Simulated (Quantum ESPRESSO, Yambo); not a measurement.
# Quasiparticle gap of KF (Carobbiite) in Yambo, part 2 of 2

Wanted: ground state, empty states, screening and self-energy for KF (Carobbiite).

Quantum ESPRESSO 7.5 and Yambo 5.3.0; PBE and many-body steps on it, plane waves. Known limits of the many-body steps: not at the basis limit; coarse k mesh.

So far. Step 2 (Ground state): The gap is direct, at Γ. Step 3 (Bands along the symmetry lines): The gap is 6.199 eV, as in the run before at this level.

**4. Empty states on the mesh, 4×4×4 mesh, 458 bands**

Level of this step: DFT, PBE, plane waves, norm-conserving pseudopotentials (Quantum ESPRESSO).

The sums over transitions need many empty states on a uniform mesh; this step solves for them.

File pw.in:

```
&control
  calculation = 'nscf'
  prefix = 'x'
  outdir = 'o'
  pseudo_dir = 'pseudo'
/
&system
  ibrav = 0
  nat = 2
  ntyp = 2
  ecutwfc = 72.0
  nbnd = 458
  force_symmorphic = .true.
/
&electrons
  conv_thr = 1e-9
  electron_maxstep = 80
  diago_full_acc = .true.
  diago_thr_init = 5e-6
/
ATOMIC_SPECIES
  K 39.098 K.upf
  F 18.998 F.upf
CELL_PARAMETERS angstrom
  -0.0000000000 2.6718500000 2.6718500000
  2.6718500000 -0.0000000000 2.6718500000
  2.6718500000 2.6718500000 0.0000000000
ATOMIC_POSITIONS crystal
  K 0.0000000000 0.0000000000 0.0000000000
  F 0.5000000000 0.5000000000 0.5000000000
K_POINTS automatic
  4 4 4 0 0 0
```

Launch:

```console
OMP_NUM_THREADS=1 mpirun -n 4 pw.x -nk 4 -in pw.in > pw.out
```

Output:

```text
[banner, memory and clock lines left out]
Program PWSCF v.7.5 starts

     Atomic positions and unit cell read from directory:
     o/x.save/

     Message from routine setup:
     using ibrav=0 with symmetry is DISCOURAGED, use correct ibrav instead

     G-vector sticks info

     bravais-lattice index     =            0
     lattice parameter (alat)  =       7.1405  a.u.
     unit-cell volume          =     257.4322 (a.u.)^3
     number of atoms/cell      =            2
     number of atomic types    =            2
     number of electrons       =        16.00
     number of Kohn-Sham states=          458
     kinetic-energy cutoff     =      72.0000  Ry
     charge density cutoff     =     288.0000  Ry
     Exchange-correlation= PBE
                           (   1   4   3   4   0   0   0)

     celldm(1)=   7.140456  celldm(2)=   0.000000  celldm(3)=   0.000000
     celldm(4)=   0.000000  celldm(5)=   0.000000  celldm(6)=   0.000000

     crystal axes: (cart. coord. in units of alat)
               a(1) = (  -0.000000   0.707107   0.707107 )
               a(2) = (   0.707107  -0.000000   0.707107 )
               a(3) = (   0.707107   0.707107   0.000000 )

     reciprocal axes: (cart. coord. in units 2 pi/alat)
               b(1) = ( -0.707107  0.707107  0.707107 )
               b(2) = (  0.707107 -0.707107  0.707107 )
               b(3) = (  0.707107  0.707107 -0.707107 )
     Pseudo is Norm-conserving + core correction, Zval =  9.0
     Generated using ONCVPSP code by D. R. Hamann
     Using radial grid of 2222 points,  6 beta functions with:
     Pseudo is Norm-conserving + core correction, Zval =  7.0
     Generated using ONCVPSP code by D. R. Hamann
     Using radial grid of  832 points,  5 beta functions with:
     K                 9.00    39.09800     K ( 1.00)
     F                 7.00    18.99800     F ( 1.00)

     48 Sym. Ops., with inversion, found

   Cartesian axes

     site n.     atom                  positions (alat units)
         1        K      tau(   1) = (   0.0000000   0.0000000   0.0000000  )
         2        F      tau(   2) = (   0.7071068   0.7071068   0.7071068  )

     number of k points=     8
                       cart. coord. in units 2pi/alat
        k(    1) = (   0.0000000   0.0000000   0.0000000), wk =   0.0312500
        k(    2) = (   0.1767767   0.1767767  -0.1767767), wk =   0.2500000
        k(    3) = (  -0.3535534  -0.3535534   0.3535534), wk =   0.1250000
[...]
k(    7) = (  -0.7071068   0.0000000   0.0000000), wk =   0.0937500
        k(    8) = (  -0.7071068   0.3535534   0.0000000), wk =   0.1875000

     Dense  grid:    21187 G-vectors     FFT dimensions: (  40,  40,  40)

     The potential is recalculated from file :
     o/x.save/charge-density

     Starting wfcs are    9 randomized atomic wfcs +  449 random wfcs

     Band Structure Calculation

     End of band structure calculation

          k = 0.0000 0.0000 0.0000 (  2685 PWs)   bands (ev):

   -24.5780 -17.0623  -7.8279  -7.8279  -7.8279   1.5366   1.5366   1.5366
     7.7360  12.2308  12.2308  12.2308  13.8583  13.8583  18.4361  25.8136
    25.8136  25.8136  25.8414  25.8414  25.8414  28.3039  28.3039  28.3039
[...]
[... 46 further rows ...]
[...]
292.2684 292.8679

          k = 0.1768 0.1768-0.1768 (  2656 PWs)   bands (ev):

[...]
[... 46 further rows ...]
[...]
292.4980 292.6574

          k =-0.3536-0.3536 0.3536 (  2638 PWs)   bands (ev):

[...]
78.1755  81.0804  82.4950  82.4950  83.0432  84.8838  84.8838  85.6328
     [... 46 further rows ...]
   293.0866 293.0866 293.5390 293.5784 293.5784 294.6587 294.6824 294.6824
   294.7191 294.7191

          k = 0.3536 0.0000 0.0000 (  2650 PWs)   bands (ev):

     [... further k-points ...]

     highest occupied, lowest unoccupied level (ev):     1.5366    7.7360

     XML data file, pseudopotentials, collected wavefunctions
```

Elapsed: 42 s, on 4 MPI ranks of Arm Neoverse V2, shared host; peak memory 0.71 GiB; 2.8 min of CPU time.

This step gave:

```
gap                                                           : 6.199 eV
k of the valence top                                          : 0, 0, 0
k of the conduction bottom                                    : 0, 0, 0
least direct gap                                              : 6.199 eV
k points computed                                             : 8
lowest point of the top converged band, above the valence top : 291.1209 eV
```

On this mesh the gap is 6.199 eV.

**5. Conversion and set-up**

This step: Yambo 5.3.0; conversion and set-up on PBE, plane waves, norm-conserving pseudopotentials.

The states are converted to the many-body program's format and the q mesh is built.

Launch:

```console
(cd o/x.save; p2y > p2y.log; mv SAVE ../..); yambo > setup.log
```

Output:

```text
 Yambo, version 5.3.0

 [02] CORE Variables Setup
 =========================

  [02.01] Unit cells
  ==================

  Cell kind             :  FCC
  Atoms in the cell     :  K  F
  number of K  atoms    :  1
  number of F  atoms    :  1

  List of atomic masses
  Mass of K     :  39.09800
  Mass of F     :  18.99800

  List of atomic coordinates    : [cc]
  K1       :  0.000000  0.000000  0.000000  order 1
  F1       :  5.049065  5.049065  5.049065  order 2

  Alat factors          :  5.049065  5.049065  5.049065 [a.u.]
  Direct lattice volume :  257.4322 [a.u.]
  Direct lattice vectors:  A[ 1 ]  A[ 2 ]  A[ 3 ]
   A[ 1 ]: -0.000000  1.000000  1.000000  [iru]
  -0.000000  5.049065  5.049065  [cc]
   A[ 2 ]:  1.000000 -0.000000  1.000000  [iru]
   5.049065 -0.000000  5.049065  [cc]
   A[ 3 ]:  1.000000  1.000000  0.000000  [iru]
   5.049065  5.049065  0.000000  [cc]

  Recip. lattice volume :  0.963556 [a.u.]
  Recip. lattice vectors:  B[ 1 ]  B[ 2 ]  B[ 3 ]
   B[ 1 ]: -0.500000  0.500000  0.500000  [iku]
  -0.622213  0.622213  0.622213  [cc]
   B[ 2 ]:  0.500000 -0.500000  0.500000  [iku]
   0.622213 -0.622213  0.622213  [cc]
   B[ 3 ]:  0.500000  0.500000 -0.500000  [iku]
   0.622213  0.622213 -0.622213  [cc]

  [02.02] Symmetries
  ==================

  Inversion symmetry    : yes
  Spatial inversion     : yes
  Inversion index       :  25
  K-space Time-reversal : no
  Magnetic symmetries   : no
  Group table correct   : yes
  Symmetries units      :  [cc]

   [S  1]:   1.0000      0.22084E-16  0.22084E-16  0.22084E-16   1.0000     -0.22084E-16 -0.22084E-16 -0.22084E-16   1.0000
   [S  2]:  -1.0000     -0.22084E-16  0.22084E-16 -0.22084E-16  -1.0000     -0.22084E-16  0.22084E-16  0.22084E-16   1.0000
   [S  3]:  -1.0000      0.22084E-16 -0.22084E-16 -0.22084E-16   1.0000      0.22084E-16  0.22084E-16 -0.22084E-16  -1.0000
[...]
[... 36 further rows ...]
   [S 47]:  0.22084E-16   1.0000     -0.22084E-16 -0.22084E-16  0.22084E-16  -1.0000       1.0000     -0.22084E-16  0.22084E-16
   [S 48]:  0.22084E-16  -1.0000      0.22084E-16 -0.22084E-16 -0.22084E-16   1.0000       1.0000      0.22084E-16 -0.22084E-16

  [02.03] Reciprocal space
  ========================

  nG shells         :  250
  nG charge         :  21187
  nG WFs            :   3335
  nC WFs            :  2685
  G-vecs. in first 25 shells:  [ Number ]
     1    9   15   27   51   59   65   89  113
    137   169   181   229   259   283   307   331   339
    387   411   459   531   537   561   609
  ...
  Shell energy in first 25 shells:  [ mHa ]
    0.00000      580.723      774.298      1548.60      2129.32      2322.89      3097.19      3677.91      3871.49
    4645.79      5226.51      6194.38      6775.10      6968.68      7742.98      8323.70      8517.27      9291.57
    9872.29      10065.9      10840.2      11420.9      12388.8      12969.5      13163.1
  ...

[...]
BZ  K-points                                      :   64

  K/Q-points units:
  rlu = crystal or reduced units; cc = cartesian coordinates; iku = interal k-units

  K [1]          [rlu]:  0.000000  0.000000  0.000000
         WF components:  2685
  K [2]          [rlu]:  0.16981E-17  0.16981E-17  0.25000
         WF components:  2656
  K [3]          [rlu]: -0.33962E-17 -0.33962E-17 -0.50000
         WF components:  2638
  K [4]          [rlu]:  0.74356E-19  0.25000      0.25000
         WF components:  2650
  K [5]          [rlu]:  0.35728E-18  0.25000     -0.50000
         WF components:  2654
  [... 2 further k-points ...]
  K [8]          [rlu]:  0.250000 -0.500000 -0.250000
         WF components:  2656

  [02.05] Energies & Occupations
  ==============================

  [X] === General ===
  [X] Electronic Temperature                        :  0.000000  0.000000 [eV K]
  [X] Bosonic    Temperature                        :  0.000000  0.000000 [eV K]
  [X] Finite Temperature mode                       : no
  [X] El. density                                   :  0.41942E+24 [cm-3]
  [X] Fermi Level                                   :  1.536558 [eV]

  [X] === Gaps and Widths ===
  [X] Conduction Band Min                           :  6.199420 [eV]
  [X] Valence Band Max                              :  0.000000 [eV]
  [X] Filled Bands                                  :   8
  [X] Empty Bands                                   :     9   458
  [X] Direct Gap                                    :  6.199420 [eV]
  [X] Direct Gap localized at k                     :  1
  [X] Indirect Gap                                  :  6.199420 [eV]
  [X] Indirect Gap between kpts                     :  1  1
  [X] Last valence band width                       :  0.344584 [eV]
  [X] 1st conduction band width                     :  3.553835 [eV]

  E @ K [1]:  [eV]
   -26.115      -18.599      -9.3644      -9.3644      -9.3644     -0.80436E-12 -0.35743E-12   0.0000
    6.19942  10.69423  10.69423  10.69423  12.32173  12.32173  16.89953  24.27706
  occ @ K [1]
   2.000000  2.000000  2.000000  2.000000  2.000000  2.000000  2.000000  2.000000
[...]
E @ K [2]:  [eV]
[...]
occ @ K [2]
[...]
E @ K [3]:  [eV]
[...]
occ @ K [3]
[...]
E @ K [4]:  [eV]
[...]
occ @ K [4]
[...]
E @ K [5]:  [eV]
[...]
occ @ K [5]
[...]
[... 2 further k-points ...]
  E @ K [8]:  [eV]
[...]
occ @ K [8]
   2.000000  2.000000  2.000000  2.000000  2.000000  2.000000  2.000000  2.000000
   0.000000  0.000000  0.000000  0.000000  0.000000  0.000000  0.000000  0.000000

 [03] Transferred momenta grid and indexing
 ==========================================

 IBZ Q-points                                      :   8
 BZ  Q-points                                      :   64

 K/Q-points units:
 rlu = crystal or reduced units; cc = cartesian coordinates; iku = interal k-units

 Q [1]          [rlu]:  0.000000  0.000000  0.000000
 Q [2]          [rlu]:  0.16981E-17  0.16981E-17  0.25000
 Q [3]          [rlu]: -0.33962E-17 -0.33962E-17 -0.50000
[...]
Q [7]          [rlu]: -0.14871E-18 -0.50000     -0.50000
 Q [8]          [rlu]:  0.250000 -0.500000 -0.250000

  [03.01] X indexes
  =================

   [03.01.01] Sigma indexes
   ========================

 [06] Game Over & Game summary
```

Run time: 2.1 s. Hardware: 1 MPI rank; peak memory 0.24 GiB.

**6. Screening and self-energy, 4×4×4 mesh, 458 bands, screening to 353.7 eV**

Now the one-shot GW correction: screening in the RPA, then the self-energy of the levels asked for.

This step: G0W0 on PBE, plane waves, norm-conserving pseudopotentials.

File gw3.in:

```
HF_and_locXC
gw0
dyson
ppa
em1d
rim_cut
RandQpts= 1000000
RandGvec= 1 RL
EXXRLvcs= 72 Ry
VXCRLvcs= 288 Ry
Chimod= "HARTREE"
% BndsRnXp
 1 | 458 |
%
NGsBlkXp= 26 Ry
% LongDrXp
 1 | 1 | 1 |
%
% GbndRnge
 1 | 458 |
%
DysSolver= "n"
ExtendOut
PPAPntXp= 27.21138 eV
% QPkrange
 1 | 1 | 7 | 10 |
%
```

Launch:

```console
OMP_NUM_THREADS=1 mpirun -n 4 yambo -F gw3.in -J gw3 -C gw3 > gw3.log
```

Output:

```text
 Yambo, version 5.3.0

 [02] CORE Variables Setup
 =========================

  [... cell, symmetries and grids as in the set-up ...]

  [02.05] Energies & Occupations
  ==============================

  [X] === General ===
  [X] Electronic Temperature                        :  0.000000  0.000000 [eV K]
  [X] Bosonic    Temperature                        :  0.000000  0.000000 [eV K]
  [X] Finite Temperature mode                       : no
  [X] El. density                                   :  0.41942E+24 [cm-3]
  [X] Fermi Level                                   :  1.536558 [eV]

  [X] === Gaps and Widths ===
  [X] Conduction Band Min                           :  6.199420 [eV]
  [X] Valence Band Max                              :  0.000000 [eV]
  [X] Filled Bands                                  :   8
  [X] Empty Bands                                   :     9   458
  [X] Direct Gap                                    :  6.199420 [eV]
  [X] Direct Gap localized at k                     :  1
  [X] Indirect Gap                                  :  6.199420 [eV]
  [X] Indirect Gap between kpts                     :  1  1
  [X] Last valence band width                       :  0.344584 [eV]
  [X] 1st conduction band width                     :  3.553835 [eV]

 [03] Transferred momenta grid and indexing
 ==========================================

 IBZ Q-points                                      :   8
 BZ  Q-points                                      :   64

 K/Q-points units:
 rlu = crystal or reduced units; cc = cartesian coordinates; iku = interal k-units

 Q [1]          [rlu]:  0.000000  0.000000  0.000000
 Q [2]          [rlu]:  0.16981E-17  0.16981E-17  0.25000
 Q [3]          [rlu]: -0.33962E-17 -0.33962E-17 -0.50000
 Q [4]          [rlu]:  0.74356E-19  0.25000      0.25000
 Q [5]          [rlu]: -0.62307E-17  0.25000      0.50000
 Q [6]          [rlu]: -0.33962E-17  0.25000     -0.25000
 Q [7]          [rlu]: -0.14871E-18 -0.50000     -0.50000
 Q [8]          [rlu]:  0.250000 -0.500000 -0.250000

 [04] Coloumb potential Random Integration (RIM)
 ===============================================

  [04.01] RIM initialization
  ==========================

  * Diagonal components only detected *

  8 x (sBL volume)        :  0.120444 [a.u.]
  sBZ random points       :  1000000
  Points outside the sBZ  :   7996195
  RL volume               :  0.963556 [a.u.]
  Integrated volume       :  0.964014 [a.u.]

  [04.02] RIM integrals
  =====================

  Gamma point sphere radius             :  0.089580 [a.u.]
  Points outside the sphere             :   799659
  [Int_sBZ(q=0) 1/q^2]*(Vol_sBZ)^(-1/3) =:  7.764404
                                 should be <:  7.795600

  Summary of Coulomb integrals for non-metallic bands |Q|[au] RIM/Bare

  Q [1] 0.100000E-4 0.995998 * Q [2] 0.269426 1.064955
  Q [4] 0.311106 1.063169 * Q [6] 0.439971 1.026119
  Q [5] 0.515912 1.019126 * Q [3] 0.538852 1.017184
  Q [7] 0.622213 1.014132 * Q [8] 0.695655 1.011034

 [05] Dipoles
 ============

  [05.01] Setup: observables and procedures
  =========================================

 [06] Dynamic Dielectric Matrix (PPA)
 ====================================

 [WR./gw3//ndb.pp]---------------------------------------------------------------
  Brillouin Zone Q/K grids (IBZ/BZ)                :    8   64    8   64
  RL vectors                                       :   3383 [WF]
  Coulomb cutoff potential                         : none
  Electronic Temperature                           :  0.000000 [K]
  Bosonic    Temperature                           :  0.000000 [K]
  PPA    diel. fun.  energies                      : Perdew, Burke & Ernzerhof(X)+Perdew, Burke & Ernzerhof(C)
  wavefunctions                                    : Perdew, Burke & Ernzerhof(X)+Perdew, Burke & Ernzerhof(C)
  Global Gauge                                     : length
  X matrix size                                    :   609
  X band range                                     :     1   458
  X e/h energy range                               : -1.000000 -1.000000 [eV]
  X Time ordering                                  : R
  X Hxc Kernel                                     : HARTREE
  X Drude frequency                                :  0.000000  0.000000
  X poles                                          :  100.0000 [o/o]
  RL vectors in the sum                            :   3383
  [r,Vnl] included                                 : yes
  Field direction                                  :  0.577350E-5  0.577350E-5  0.577350E-5
  BZ energy Double Grid                            : no
  BZ energy DbGd points                            : 0
  BZ Q point size factor                           : -1.000000
  X Optical Averaged directions                    : none

 [07] Local Exchange-Correlation + Non-Local Fock
 ================================================

 [VXC] Plane waves :  21187
 [EXS] Plane waves :  2733

 QP @ state[ 1 ] K range:  1  1
 QP @ state[ 1 ] b range:   7  10

 [xc] Functional : Perdew, Burke & Ernzerhof(X)+Perdew, Burke & Ernzerhof(C)
 [xc] LIBXC used to calculate xc functional
  PP Number of Atomic Species                      :  2
  NLCC RL compoments                               :  21187
  PP Number of Atomic Species                      :  2
  NLCC RL compoments                               :  21187

 [xc] E_xc :  -9.052398 [Ha]
      E_xc :  -18.10480 [Ry]

  Local XC kind (lXC) : Perdew, Burke & Ernzerhof(X)+Perdew, Burke & Ernzerhof(C)
  Non-Local XC kind (nlXC) : Hartree-Fock

  Corrections @ K [1] :  [eV]
 <7|nlXC|7> = -29.45298  0.14209E-17 <7|lXC|7> = -21.89882  0.000000
 <8|nlXC|8> = -29.45295 -0.36453E-17 <8|lXC|8> = -21.89882 -0.37763E-15
 <9|nlXC|9> = -4.028151 -0.21341E-17 <9|lXC|9> = -7.969212 -0.14161E-15
 <10|nlXC|10> = -4.982602  0.10511E-17 <10|lXC|10> = -10.84085 -0.94408E-16

 [08] Dyson equation: Newton solver
 ==================================

  [08.01] G0W0 (W PPA)
  ====================

  [  GW  ] Bands range     :     1   458
  [GW/PPA] G damping       :  0.100000 [eV]

  QP @ state[ 1 ] K range:  1  1
  QP @ state[ 1 ] b range:   7  10

   Sc/G bands                                       :     1   458
   Sc/G damping                                     :  0.100000 ev
   Sc bands terminator                              : no
   Sx RL components                                 :  2733

   QP @ state[ 1 ] K range                          :  1  1
   QP @ state[ 1 ] b range                          :   7  10
   GF energies kind                                 : Perdew, Burke & Ernzerhof(X)+Perdew, Burke & Ernzerhof(C)
   GF WF`s kind                                     : Perdew, Burke & Ernzerhof(X)+Perdew, Burke & Ernzerhof(C)
   Xs energies kind                                 : Perdew, Burke & Ernzerhof(X)+Perdew, Burke & Ernzerhof(C)
   Xs WF`s kind                                     : Perdew, Burke & Ernzerhof(X)+Perdew, Burke & Ernzerhof(C)

 [11] Game Over & Game summary
```

Elapsed: 9.4 min, on 4 MPI ranks; peak memory 2.1 GiB.

Numbers from this step:

```yaml
g0w0_gap_on_the_points_computed: 9.744 eV
starting_gap_on_the_mesh: 6.199 eV
k_of_the_valence_top: 0, 0, 0
k_of_the_conduction_bottom: 0, 0, 0
least_direct_g0w0_gap_on_the_computed_points: 9.744 eV
z_at_the_valence_top: 0.8067
z_at_the_conduction_bottom: 0.8991
```

The gap on the mesh goes from 6.20 eV to 9.74 eV, a correction of +3.54 eV.

Limits: finite bands, cutoff and mesh; coarse k mesh. v1 is the top filled band, c1 the lowest empty one. Levels before and after the correction, in eV, zero at the valence-band top of each column:

```csv
,conduction bottom,valence top
Kohn-Sham,6.20,0.00
G0W0,9.74,0.00
```

```csv
,level,energy (eV)
Kohn-Sham,Γ v2-v1,0.000
Kohn-Sham,Γ c1,6.199
Kohn-Sham,Γ c2,10.694
G0W0,Γ v2-v1,0.000
G0W0,Γ c1,9.744
G0W0,Γ c2,15.562
```

**7. Where the time went**

Times are wall times on the hardware named with each run, good to a factor of about two.

```csv
step,time,share,memory (GiB)
ground state,2.9 s,0 %,0.22
bands along the symmetry lines,3.1 s,0 %,0.2
empty states on the mesh,42 s,7 %,0.71
conversion and set-up,2.1 s,0 %,0.24
screening and self-energy,9.4 min,92 %,2.1
```

**8. Results**

```yaml
pbe_gap: 6.20 eV, direct
g0w0_gap_on_the_mesh: 9.74 eV
gw_settings: 4×4×4 mesh, 458 bands, screening to 353.7 eV, Godby-Needs plasmon pole
known_limits: not at the basis limit; coarse k mesh
```

In words: G0W0 moves the gap on the mesh from 6.20 eV to 9.74 eV (+3.54 eV), with Z of 0.81 and 0.90 at the edges. Only 1 of the mesh's irreducible points was corrected, so a valley elsewhere could overtake. The dearest step here is «screening and self-energy». Bands and cutoff are finite, so the gap is not at the basis limit. The miss can reach some tenths of an eV and take either sign; the mesh is an error of its own. In the G0W0 run levels were corrected at 1 k point alone, so a gap called «on the mesh» is the least over those, and an edge elsewhere would be missed. The 4×4×4 mesh is coarse for this cell, which bears on the long-range parts of exchange and screening.

[Paths, hosts, dates, memory and timing lines, banners, echoed tables and standing remarks are left out of the program output.]

[Logs are printed without paths, hosts, clocks, repeated set-up lines and the standing remarks that a program may print on its own settings, such as how far it seeks lower states.]

[Runs of the session that timed out or met a known fault of the program may be left out.]

[Hosts, paths, dates, database ids (printed as entryN), source tags and the programs' standing remarks are cut or masked in the printed files.]
